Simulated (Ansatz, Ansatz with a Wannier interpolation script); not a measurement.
**Settings in Wannier-interpolated G0W0: SiC (Moissanite)**

Aim: vary the Wannier model and the GW settings for SiC (Moissanite) and see what the interpolated bands lose.

Program: Ansatz 0.2.0. Level of theory: maximally localised Wannier functions, LDA, plane waves, PAW; PAW set soft_1. Results are calculated unless marked as measured.

## 1. The starting structure

The structure is hexagonal, space group P6_3mc (No. 186). The conventional cell has a = 3.076 Å, b = 3.076 Å, c = 5.048 Å, α = 90.00°, β = 90.00°, γ = 120.00°. Nearest to Si lie 4 C at 1.87 to 1.94 Å. Nearest to C lie 4 Si at 1.87 to 1.94 Å. Farther neighbours are not listed.

The cell and positions come from the Crystallography Open Database and are kept as given unless a step says otherwise.

## 2. Wannier model on 9×9×4

Contents of input.yaml:

```yaml
crystal:
  lattice:
    - [3.076, 0.0, 0.0]
    - [-1.538, 2.66389414, 0.0]
    - [0.0, 0.0, 5.048]
  atoms:
    - { symbol: Si, position: [0.33333333, 0.66666667, 0.0] }
    - { symbol: Si, position: [0.66666667, 0.33333333, 0.5] }
    - { symbol: C, position: [0.33333333, 0.66666667, 0.385] }
    - { symbol: C, position: [0.66666667, 0.33333333, 0.885] }
kpoints:
  mp_grid: { grid: [9, 9, 4] }
hamiltonian:
  xc: lda
  pseudopotentials: { kind: paw, azcp: { folder: soft_1 }, xc_functional: pbe }
scf:
  occupations: { method: fixed }
  n_extra_bands: 30
output:
  wannier:
    kmesh: [9, 9, 4]
    projections:
      - { species: C, l: s, shell: 2 }
      - { species: C, l: p, shell: 2 }
      - { species: Si, l: p, shell: 3 }
    minimise: true
    write_hr: true
    seedname: w
    conv_tol: 1.0e-06
    max_iter: 20000
    stability_check: false
    disentanglement:
      window: [0.68, 23.95]
      frozen_window: [0.68, 14.76]
      conv_tol: 1.0e-08
```

Run with:

```sh
ansatz run input.yaml --threads 3 --pin off --max-ram 92160MiB --backend cuda --events-out ev --progress --plain --runs-dir out --devices 1 --max-vram 13GiB
```

Numbers of over 12 decimals in the logs are rounded to 6 here.

What it wrote:

```text
scf.n_extra_bands = 30 over 8 filled bands (N_el = 16.0): the run solves 38 bands
GPUs: using 1 of 1 available (devices: 1).
Engine: ansatz 0.2.0, x86_64-unknown-linux-gnu
Pseudopotentials: kind: paw
Pseudopotential: Si, paw, valence charge 4, recommended cutoff 420 eV (normal), soft_1/Si.paw.azcp
Pseudopotential: C, paw, valence charge 4, recommended cutoff 420 eV (normal), soft_1/C.paw.azcp
Functional definition: SPW92
  exchange = slater_x
  correlation = pw_c
device memory: the entry about to start is reckoned to put 1.3 GiB on a device that reports 25.5 GiB free (of which the cap on the GPU budget leaves the run 13.0 GiB)
GPU FFT provider: cuFFT
GPU libraries: cuBLAS 13.8.2, cuFFT 12.4.0, cuSOLVER 12.3.4
Crystal: 4 atoms, lattice volume = 41.364 Å³
Basis set: ecut = 420 eV, 785 PW (Γ)
Bands: 38, of which v1, the nominal top of the filled ones, is band 8 counted from 1 (7 counted from 0)
Symmetry: 12 space group operations
Space group: P63mc (ITA 186), of the structure as read, at distance tolerance 3.5e-5 Å
k-points: 36 of 324 (time reversal used)
Non-local potential: Si, projectors of the file, l = 0: 2, l = 1: 2, l = 2: 1
Non-local potential: C, projectors of the file, l = 0: 2, l = 1: 2, l = 2: 1
PAW form: soft (Blöchl's): semilocal exchange-correlation on the pseudo side does not see the compensation charge
PAW frozen core: Si, regenerated for the run's functional, and the local potential with it (the file was generated under x = pbe(κ = 0.804, μ = 0.219515), c = pbe(β = 0.066725))
PAW frozen core: C, regenerated for the run's functional, and the local potential with it (the file was generated under x = pbe(κ = 0.804, μ = 0.219515), c = pbe(β = 0.066725))
PAW one-centre angular grid: Si, 110 points (default); XC on 64 Gauss nodes
PAW one-centre angular grid: C, 110 points (default); XC on 64 Gauss nodes
Initial density: superposition of atomic densities (chi_scale 0.1, normalization cell, long waves kept (reshape's long-wave potential 0.00 eV rms))
Initial wavefunctions: pseudopotential atomic-orbital guess
GPU buffer pool allocated for 20736 grid points (all kernels)
GPU transforms: local potential and band sums: pruned to the plane-wave sphere, on 24×24×36
Functional: x = slater, c = lda
SCF iter   1: F=—  HF=-1707.467648 eV  |F-HF|=—  |Δ(HF+E_count)|=         —  Δρ=1.38e-1  dr2=9.60e0  ethr=3.10e-3  ⟨swp⟩=4.3  Hψ=5218  notcnv=0  defer=877
preconditioner: auto → none  [insulator: Δε(μ)=4.371 eV  Ē_g=27.155 eV  n_scr=2 (ndim 8)  ℏωp=23.1 eV  f_vac=0.000  ε∞_Penn≈1.7]
SCF iter   2: F=—  HF=-1704.573481 eV  |F-HF|=—  |Δ(HF+E_count)|=    2.89e0  Δρ=5.05e-2  dr2=6.90e-1  ethr=3.10e-3  ⟨swp⟩=2.7  Hψ=2179  notcnv=0  defer=967
[...]
E_smearing   = -0.000000  (= −TS)
  E_closure    = 0.000000  (closes the sum)
  Σ components = -1704.356026   (vs F -1704.356026, Δ=0.00e0)
--- Band table (eV; the first three rows and the last of 36) ---
  k-point 0: bands = [... 4 lower, 7.9899, 9.2700, 9.2700, 9.5434, 14.1211, 15.5586, 15.9468, 15.9468, ... 26 higher]
  k-point 1: bands = [... 4 lower, 8.1540, 8.1540, 9.0557, 9.0557, 14.3959, 16.0696, 16.0696, 16.3034, ... 26 higher]
  k-point 2: bands = [... 4 lower, 8.5797, 8.5797, 8.5797, 8.5797, 15.1862, 15.1862, 16.6182, 16.6182, ... 26 higher]
  k-point 35: bands = [... 4 lower, 3.6563, 3.6563, 7.7894, 7.7894, 14.3048, 14.3048, 15.3992, 15.3992, ... 26 higher]
Wannier search: line search 1 of at most 20000: gauge-dependent spread (as the search counts it) 22.5595362 Å², largest recent change 1.7e0 Å² against conv_tol 1.0e-6 Å², 0 stops escaped
Wannier search: line search 100 of at most 20000: gauge-dependent spread (as the search counts it) 17.6641873 Å², largest recent change 3.0e-3 Å² against conv_tol 1.0e-6 Å², 0 stops escaped
Wannier search: line search 200 of at most 20000: gauge-dependent spread (as the search counts it) 17.4206931 Å², largest recent change 2.5e-3 Å² against conv_tol 1.0e-6 Å², 0 stops escaped
Wannier search: line search 300 of at most 20000: gauge-dependent spread (as the search counts it) 17.2762445 Å², largest recent change 1.4e-3 Å² against conv_tol 1.0e-6 Å², 0 stops escaped
Wannier search: line search 400 of at most 20000: gauge-dependent spread (as the search counts it) 17.1559092 Å², largest recent change 1.3e-3 Å² against conv_tol 1.0e-6 Å², 0 stops escaped
Wannier search: line search 500 of at most 20000: gauge-dependent spread (as the search counts it) 17.0627416 Å², largest recent change 9.9e-4 Å² against conv_tol 1.0e-6 Å², 0 stops escaped
Wannier search: line search 600 of at most 20000: gauge-dependent spread (as the search counts it) 16.9790810 Å², largest recent change 1.0e-3 Å² against conv_tol 1.0e-6 Å², 0 stops escaped
Wannier search: line search 700 of at most 20000: gauge-dependent spread (as the search counts it) 16.8997004 Å², largest recent change 1.1e-3 Å² against conv_tol 1.0e-6 Å², 0 stops escaped
[...]
Wannier search: line search 19700 of at most 20000: gauge-dependent spread (as the search counts it) 14.6887249 Å², largest recent change 7.4e-4 Å² against conv_tol 1.0e-6 Å², 0 stops escaped
Wannier search: line search 19800 of at most 20000: gauge-dependent spread (as the search counts it) 14.6816169 Å², largest recent change 2.0e-4 Å² against conv_tol 1.0e-6 Å², 0 stops escaped
Wannier search: line search 19900 of at most 20000: gauge-dependent spread (as the search counts it) 14.6777821 Å², largest recent change 1.6e-4 Å² against conv_tol 1.0e-6 Å², 0 stops escaped
Wannier search: line search 20000 of at most 20000: gauge-dependent spread (as the search counts it) 14.6756759 Å², largest recent change 2.0e-4 Å² against conv_tol 1.0e-6 Å², 0 stops escaped
WARN: one of the run's output files is refused, and neither it nor the files that depend on it are written in full: <dir> MLWF gauge products (tight-binding model / AHC scan) refused: spread minimisation did not converge (20000 line searches; its last line searches changed the spread by 2.0e-4 Å² at most; a function's overlap with itself at a neighbouring mesh point has come to 5.3e-3, and at nought its phase, which  [...]
[key lines of the parts left out:]
SCF converged after 7 iterations
Free energy (F): -1704.356026 eV
Fermi energy:    9.543427 eV
```

Wall time 2.6 min (1 × NVIDIA H100 80GB HBM3 (shared by 6 runs) with 3 threads of AMD EPYC 7R13 (Zen 3), shared host); peak memory 0.93 GiB.

The column dr2 measures how far the density is from self-consistency, as an energy; F and HF (Harris–Foulkes) agree once it is small.

The run stopped after its SCF cycle had converged; no result of it is taken.

## 3. Wannier model on 9×9×4

input.yaml: that of step 2 with these lines changed.

```diff
@@ -24,2 +24,3 @@
       - { species: C, l: p, shell: 2 }
+      - { species: Si, l: s, shell: 3 }
       - { species: Si, l: p, shell: 3 }
@@ -32,4 +33,4 @@
     disentanglement:
-      window: [0.68, 23.95]
-      frozen_window: [0.68, 14.76]
+      window: [0.68, 36.35]
+      frozen_window: [0.68, 15.76]
       conv_tol: 1.0e-08
```

What it wrote:

```text
scf.n_extra_bands = 30 over 8 filled bands (N_el = 16.0): the run solves 38 bands
GPUs: using 1 of 1 available (devices: 1).
Engine: ansatz 0.2.0, x86_64-unknown-linux-gnu
Pseudopotentials: kind: paw
Pseudopotential: Si, paw, valence charge 4, recommended cutoff 420 eV (normal), soft_1/Si.paw.azcp
Pseudopotential: C, paw, valence charge 4, recommended cutoff 420 eV (normal), soft_1/C.paw.azcp
Functional definition: SPW92
  exchange = slater_x
  correlation = pw_c
device memory: the entry about to start is reckoned to put 1.3 GiB on a device that reports 49.7 GiB free (of which the cap on the GPU budget leaves the run 13.0 GiB)
GPU FFT provider: cuFFT
GPU libraries: cuBLAS 13.8.2, cuFFT 12.4.0, cuSOLVER 12.3.4
Crystal: 4 atoms, lattice volume = 41.364 Å³
Basis set: ecut = 420 eV, 785 PW (Γ)
Bands: 38, of which v1, the nominal top of the filled ones, is band 8 counted from 1 (7 counted from 0)
Symmetry: 12 space group operations
Space group: P63mc (ITA 186), of the structure as read, at distance tolerance 3.5e-5 Å
k-points: 36 of 324 (time reversal used)
Non-local potential: Si, projectors of the file, l = 0: 2, l = 1: 2, l = 2: 1
Non-local potential: C, projectors of the file, l = 0: 2, l = 1: 2, l = 2: 1
PAW form: soft (Blöchl's): semilocal exchange-correlation on the pseudo side does not see the compensation charge
PAW frozen core: Si, regenerated for the run's functional, and the local potential with it (the file was generated under x = pbe(κ = 0.804, μ = 0.219515), c = pbe(β = 0.066725))
[...]
NSCF: frozen V_eff on 36 k-points
[...]
device memory: the entry about to start is reckoned to put 1.3 GiB on a device that reports 48.2 GiB free (of which the cap on the GPU budget leaves the run 13.0 GiB)
NSCF: frozen V_eff on 40 k-points, pencils in batches of 32, up to order 152
the Wannier pass solved 40 of the 324 points of its mesh, and has the states at the others by symmetry: states obtained by the crystal's operations at points that were solved too leave a residual of 2.29e-13 eV (read by the count's bands and the next), within 6.67e-6 eV
SCF converged after 7 iterations
Free energy (F): -1704.356026 eV
Harris-Foulkes:  -1704.356026 eV  (|F-HF|=2.61e-9)
Internal energy: -1704.356026 eV  (E = F + TS)
E sigma→0 (E₀):  -1704.356026 eV
Fermi energy:    9.543427 eV
--- Per-component energies (eV) ---
  E_band       = 54.134221
  E_kinetic    = 266.799232
  E_local      = -196.417170  (includes V_loc(G=0)·N_el)
  E_nonlocal   = 94.332598
  E_hartree    = 64.129489
  E_xc         = -209.813039
  E_vxc        = -217.485309  (∫ρ·V_xc dr)
  E_paw        = -1155.110674  (= ΣΔE_a)
  E_vpaw       = -21.353966  (= ΣTr[D̂ρ^β])
  E_aug_tail   = 0.000096  (compensation charges beyond the density's cutoff)
  E_ewald      = -568.570884
  E_core_change = 0.294327  (= ΣΔE_core)
  E_smearing   = -0.000000  (= −TS)
  E_closure    = 0.000000  (closes the sum)
  Σ components = -1704.356026   (vs F -1704.356026, Δ=0.00e0)
--- Band table (eV; the first three rows and the last of 36) ---
  k-point 0: bands = [... 4 lower, 7.9899, 9.2700, 9.2700, 9.5434, 14.1211, 15.5586, 15.9468, 15.9468, ... 26 higher]
  k-point 1: bands = [... 4 lower, 8.1540, 8.1540, 9.0557, 9.0557, 14.3959, 16.0696, 16.0696, 16.3034, ... 26 higher]
  k-point 2: bands = [... 4 lower, 8.5797, 8.5797, 8.5797, 8.5797, 15.1862, 15.1862, 16.6182, 16.6182, ... 26 higher]
  k-point 35: bands = [... 4 lower, 3.6563, 3.6563, 7.7894, 7.7894, 14.3048, 14.3048, 15.3992, 15.3992, ... 26 higher]
```

Run time: 13 s. Hardware: 1 × NVIDIA H100 80GB HBM3 (shared by 6 runs) with 3 threads; peak memory 0.97 GiB.

The run ended with an error after its SCF cycle had converged; no result of it is taken.

## 4. Wannier model on 9×9×4

Localised functions give a small Hamiltonian that interpolates between mesh points at no cost.

input.yaml: that of step 3 with these lines changed.

```diff
@@ -33,4 +33,4 @@
     disentanglement:
-      window: [0.68, 36.35]
-      frozen_window: [0.68, 15.76]
+      window: [-6.25, 23.58]
+      frozen_window: [-6.25, 14.76]
       conv_tol: 1.0e-08
```

What it wrote:

```text
[...]
GPUs: using 1 of 1 available (devices: 1).
[...]
GPU FFT provider: cuFFT
GPU libraries: cuBLAS 13.8.2, cuFFT 12.4.0, cuSOLVER 12.3.4
Crystal: 4 atoms, lattice volume = 41.364 Å³
Basis set: ecut = 420 eV, 785 PW (Γ)
Bands: 38, of which v1, the nominal top of the filled ones, is band 8 counted from 1 (7 counted from 0)
Symmetry: 12 space group operations
[...]
k-points: 36 of 324 (time reversal used)
[...]
GPU buffer pool allocated for 20736 grid points (all kernels)
[...]
SCF iter   1: F=—  HF=-1707.467648 eV  |F-HF|=—  |Δ(HF+E_count)|=         —  Δρ=1.38e-1  dr2=9.60e0  ethr=3.10e-3  ⟨swp⟩=4.3  Hψ=5218  notcnv=0  defer=877
[...]
SCF iter   7: F=-1704.356026 eV  HF=-1704.356026 eV  |F-HF|=2.61e-9  |Δ(HF+E_count)|=   8.97e-8  Δρ=6.55e-6  dr2=7.77e-9  ethr=6.25e-10  ⟨swp⟩=2.0  Hψ=1800  notcnv=0
SCF 1 converged in 7 iterations: F = -1704.356026 eV  dr2 = 7.77e-9
[...]
NSCF: frozen V_eff on 36 k-points
[...]
NSCF: frozen V_eff on 40 k-points, pencils in batches of 32, up to order 152
[...]
SCF converged after 7 iterations
Free energy (F): -1704.356026 eV
[...]
Internal energy: -1704.356026 eV  (E = F + TS)
E sigma→0 (E₀):  -1704.356026 eV
Fermi energy:    9.543427 eV
[...]
--- Band table (eV; the first three rows and the last of 36) ---
  k-point 0: bands = [... 4 lower, 7.9899, 9.2700, 9.2700, 9.5434, 14.1211, 15.5586, 15.9468, 15.9468, ... 26 higher]
  k-point 1: bands = [... 4 lower, 8.1540, 8.1540, 9.0557, 9.0557, 14.3959, 16.0696, 16.0696, 16.3034, ... 26 higher]
  k-point 2: bands = [... 4 lower, 8.5797, 8.5797, 8.5797, 8.5797, 15.1862, 15.1862, 16.6182, 16.6182, ... 26 higher]
  k-point 35: bands = [... 4 lower, 3.6563, 3.6563, 7.7894, 7.7894, 14.3048, 14.3048, 15.3992, 15.3992, ... 26 higher]
[...]
```

Run time: 17 s. Hardware: 1 × NVIDIA H100 80GB HBM3 (shared by 6 runs) with 3 threads; peak memory 0.94 GiB; 19 s of CPU time.

This step gave:

```
gauge-invariant spread     : 18.57 Å²
diagonal spread            : 0.1132 Å²
off-diagonal spread        : 2.949 Å²
total spread               : 21.63 Å²
least projectability       : 0.4999
localisation steps         : 1050
disentanglement steps      : 106
r.m.s. interpolation error : 0.009542 eV
r.m.s. error near the gap  : 0.01661 eV
```

Near the gap the model misses directly solved bands by 16.6 meV r.m.s. and by 123 meV at most in the window tested. This tests the starting bands, not the corrections carried with them.

Frozen up to 5.21 eV; above it the model need not follow the bands. Electronic bands along the path, in eV, zero at the valence-band top; v1 is the highest filled band, c1 the lowest empty one:

```tsv
point	v4	v3	v2	v1	c1	c2	c3	c4
Γ	-1.55	-0.27	-0.27	0.00	4.58	6.03	6.41	6.41
halfway	-3.19	-2.75	-0.93	-0.90	3.79	5.67	6.95	7.76
M	-5.44	-3.55	-3.29	-1.49	2.49	4.12	7.07	7.54
halfway	-5.50	-4.80	-3.36	-2.82	3.15	4.88	7.52	8.54
K	-6.48	-4.13	-4.05	-4.05	2.21	7.85	8.54	8.54
halfway	-4.34	-3.06	-1.73	-1.17	5.00	5.57	6.75	6.93
Γ	-1.55	-0.27	-0.27	0.00	4.58	6.03	6.41	6.41
halfway	-1.39	-1.39	-0.49	-0.49	4.85	6.54	6.54	6.78
A	-0.96	-0.96	-0.96	-0.96	5.64	5.64	7.07	7.07
halfway	-3.08	-3.08	-1.96	-1.96	4.27	4.27	7.24	7.24
L	-2.70	-2.70	-2.34	-2.34	3.09	3.09	4.80	4.80
halfway	-4.47	-4.47	-1.95	-1.95	4.07	4.07	6.12	6.12
H	-5.89	-5.89	-1.75	-1.75	4.76	4.76	5.86	5.86
halfway	-3.19	-3.19	-2.65	-2.65	4.95	4.95	7.34	7.34
A	-0.96	-0.96	-0.96	-0.96	5.64	5.64	7.07	7.07
jump to L	-2.70	-2.70	-2.34	-2.34	3.09	3.09	4.80	4.80
halfway	-4.17	-3.32	-2.35	-1.90	2.85	3.12	6.73	7.26
M	-5.44	-3.55	-3.29	-1.49	2.49	4.12	7.07	7.54
jump to H	-5.89	-5.89	-1.75	-1.75	4.76	4.76	5.86	5.86
halfway	-6.69	-4.78	-2.85	-2.85	3.40	6.27	6.27	7.69
K	-6.48	-4.13	-4.05	-4.05	2.21	7.85	8.54	8.54
```

The same for Kohn-Sham, solved directly:

```tsv
point	v4	v3	v2	v1	c1	c2	c3	c4
Γ	-1.55	-0.27	-0.27	0.00	4.58	6.02	6.40	6.40
M	-5.44	-3.55	-3.29	-1.49	2.50	4.13	6.66	7.13
K	-6.48	-4.13	-4.05	-4.05	2.21	7.85	8.54	8.54
Γ	-1.55	-0.27	-0.27	0.00	4.58	6.02	6.40	6.40
A	-0.96	-0.96	-0.96	-0.96	5.64	5.64	7.07	7.07
L	-2.69	-2.69	-2.34	-2.34	3.10	3.10	4.90	4.90
H	-5.89	-5.89	-1.75	-1.75	4.76	4.76	5.86	5.86
A	-0.96	-0.96	-0.96	-0.96	5.64	5.64	7.07	7.07
L	-2.69	-2.69	-2.34	-2.34	3.10	3.10	4.90	4.90
M	-5.44	-3.55	-3.29	-1.49	2.50	4.13	6.66	7.13
H	-5.89	-5.89	-1.75	-1.75	4.76	4.76	5.86	5.86
K	-6.48	-4.13	-4.05	-4.05	2.21	7.85	8.54	8.54
```

## 5. A faulty Wannier input

input.yaml: that of step 4 with these lines changed.

```diff
@@ -21,7 +21,3 @@
     kmesh: [9, 9, 4]
-    projections:
-      - { species: C, l: s, shell: 2 }
-      - { species: C, l: p, shell: 2 }
-      - { species: Si, l: s, shell: 3 }
-      - { species: Si, l: p, shell: 3 }
+    projections: [{ species: Si, l: p, shell: 3 }]
     minimise: true
```

What it wrote:

```text
scf.n_extra_bands = 30 over 8 filled bands (N_el = 16.0): the run solves 38 bands
GPUs: using 1 of 1 available (devices: 1).
Engine: ansatz 0.2.0, x86_64-unknown-linux-gnu
Pseudopotentials: kind: paw
Pseudopotential: Si, paw, valence charge 4, recommended cutoff 420 eV (normal), soft_1/Si.paw.azcp
Pseudopotential: C, paw, valence charge 4, recommended cutoff 420 eV (normal), soft_1/C.paw.azcp
Functional definition: SPW92
  exchange = slater_x
  correlation = pw_c
device memory: the entry about to start is reckoned to put 1.3 GiB on a device that reports 53.1 GiB free (of which the cap on the GPU budget leaves the run 13.0 GiB)
GPU FFT provider: cuFFT
GPU libraries: cuBLAS 13.8.2, cuFFT 12.4.0, cuSOLVER 12.3.4
Crystal: 4 atoms, lattice volume = 41.364 Å³
Basis set: ecut = 420 eV, 785 PW (Γ)
Bands: 38, of which v1, the nominal top of the filled ones, is band 8 counted from 1 (7 counted from 0)
Symmetry: 12 space group operations
Space group: P63mc (ITA 186), of the structure as read, at distance tolerance 3.5e-5 Å
k-points: 36 of 324 (time reversal used)
Non-local potential: Si, projectors of the file, l = 0: 2, l = 1: 2, l = 2: 1
Non-local potential: C, projectors of the file, l = 0: 2, l = 1: 2, l = 2: 1
PAW form: soft (Blöchl's): semilocal exchange-correlation on the pseudo side does not see the compensation charge
PAW frozen core: Si, regenerated for the run's functional, and the local potential with it (the file was generated under x = pbe(κ = 0.804, μ = 0.219515), c = pbe(β = 0.066725))
[...]
NSCF: frozen V_eff on 40 k-points, pencils in batches of 32, up to order 152
the Wannier pass solved 40 of the 324 points of its mesh, and has the states at the others by symmetry: states obtained by the crystal's operations at points that were solved too leave a residual of 2.29e-13 eV (read by the count's bands and the next), within 6.67e-6 eV
SCF converged after 7 iterations
Free energy (F): -1704.356026 eV
Harris-Foulkes:  -1704.356026 eV  (|F-HF|=2.61e-9)
Internal energy: -1704.356026 eV  (E = F + TS)
E sigma→0 (E₀):  -1704.356026 eV
Fermi energy:    9.543427 eV
--- Per-component energies (eV) ---
  E_band       = 54.134221
  E_kinetic    = 266.799232
  E_local      = -196.417170  (includes V_loc(G=0)·N_el)
  E_nonlocal   = 94.332598
  E_hartree    = 64.129489
  E_xc         = -209.813039
  E_vxc        = -217.485309  (∫ρ·V_xc dr)
  E_paw        = -1155.110674  (= ΣΔE_a)
  E_vpaw       = -21.353966  (= ΣTr[D̂ρ^β])
  E_aug_tail   = 0.000096  (compensation charges beyond the density's cutoff)
  E_ewald      = -568.570884
  E_core_change = 0.294327  (= ΣΔE_core)
  E_smearing   = -0.000000  (= −TS)
  E_closure    = 0.000000  (closes the sum)
  Σ components = -1704.356026   (vs F -1704.356026, Δ=0.00e0)
--- Band table (eV; the first three rows and the last of 36) ---
  k-point 0: bands = [... 4 lower, 7.9899, 9.2700, 9.2700, 9.5434, 14.1211, 15.5586, 15.9468, 15.9468, ... 26 higher]
  k-point 1: bands = [... 4 lower, 8.1540, 8.1540, 9.0557, 9.0557, 14.3959, 16.0696, 16.0696, 16.3034, ... 26 higher]
  k-point 2: bands = [... 4 lower, 8.5797, 8.5797, 8.5797, 8.5797, 15.1862, 15.1862, 16.6182, 16.6182, ... 26 higher]
  k-point 35: bands = [... 4 lower, 3.6563, 3.6563, 7.7894, 7.7894, 14.3048, 14.3048, 15.3992, 15.3992, ... 26 higher]
WARN: one of the run's output files is refused, and neither it nor the files that depend on it are written in full: <dir> frozen window holds 9 > num_wann = 6 bands at ik = 0 (ik counts from 0, the k-points of the .win, .mmn and .eig files from 1)
```

Run time: 8.1 s. Hardware: 1 × NVIDIA H100 80GB HBM3 (shared by 6 runs) with 3 threads; peak memory 0.88 GiB.

The run ended with an error after its SCF cycle had converged; no result of it is taken.

The fault put into this input: trial orbitals that do not span the target bands.

[end of part 1 of 2]

[Paths, hosts, dates, memory and timing lines, banners, echoed tables and standing remarks are left out of the program output.]

[Logs are printed without paths, hosts, clocks, repeated set-up lines and the standing remarks that a program may print on its own settings, such as how far it seeks lower states.]

[Runs of the session that timed out or met a known fault of the program may be left out.]

[Hosts, paths, dates, database ids (printed as entryN), source tags and the programs' standing remarks are cut or masked in the printed files.]
